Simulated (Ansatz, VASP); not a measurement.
## W in VASP and in Ansatz

Contents of INCAR:

```
SYSTEM = W
PREC = Accurate ; ENCUT = 520
EDIFF = 1E-6 ; ISMEAR = -1
SIGMA = 0.05 ; LREAL = .FALSE.
LASPH = .TRUE. ; NELM = 80
ALGO = Normal ; ISIF = 2
LWAVE = .FALSE. ; LCHARG = .FALSE.
GGA = B5 ; ALDAX = 1.0
AGGAX = 1.0 ; AGGAC = 1.0
ALDAC = 0.0 ; IVDW = 13
VDW_S6 = 1.0 ; VDW_S8 = 2.34076671
VDW_A1 = 0.44488865 ; VDW_A2 = 4.0933009
NBANDS = 13
```

Contents of KPOINTS:

```
regular mesh
0
G
  12 12 12
  0 0 0
```

Contents of POSCAR:

```
W
1.0
   -1.6031677168      1.6031677168      1.6031677168
    1.6031677168     -1.6031677168      1.6031677168
    1.6031677168      1.6031677168     -1.6031677168
W
1
Direct
    0.0000000000      0.0000000000      0.0000000000
```

input.yaml

```yaml
crystal:
  lattice:
    - [-1.6031677168, 1.6031677168, 1.6031677168]
    - [1.6031677168, -1.6031677168, 1.6031677168]
    - [1.6031677168, 1.6031677168, -1.6031677168]
  atoms:
    - { symbol: W, position: [0.0, 0.0, 0.0] }
hamiltonian:
  xc: blyp
  pseudopotentials: { kind: paw }
  dispersion: d4
kpoints:
  mp_grid: { grid: [12, 12, 12] }
scf:
  occupations: { method: fermi_dirac, width: 0.05 }
output:
  forces: true
  stress: true
  eigenvalues: true
```

Alike in both runs: task single point; functional BLYP; dispersion D4; k mesh 12 × 12 × 12; occupations fermi-dirac, width 0.05 eV; no spin polarisation.

|  | VASP | Ansatz |
| --- | --- | --- |
| version | VASP 6.6.1 | Ansatz 0.2.0 |
| potentials or method | VASP PAW PBE potentials, release 64 (W_sv) | Ansatz PAW |
| plane-wave cutoff (eV) | 520 | 420 |
| valence electrons in the cell | 14 | 14 |

|  | VASP | Ansatz | Ansatz less VASP |
| --- | --- | --- | --- |
| gap on the k mesh at the Fermi level (eV) | none | none | - |
| pressure (GPa) | -7.7 | -9.3 | -1.56 |
| dispersion energy (meV/atom) | -1305.6 | -1305.6 | -0.01 |

A gap of «none» marks a metal or a gap that the smearing closes.

Caveats: pairwise dispersion overbinds metals, which lowers pressure and volume; the PAW data sets were made with another functional, which shifts forces and pressure a little (VASP); the PAW data sets come from PBE, with cores solved anew for the run's functional, which leaves a small shift of forces and pressure (Ansatz). Spin-orbit coupling is left out, which matters for the levels of W.
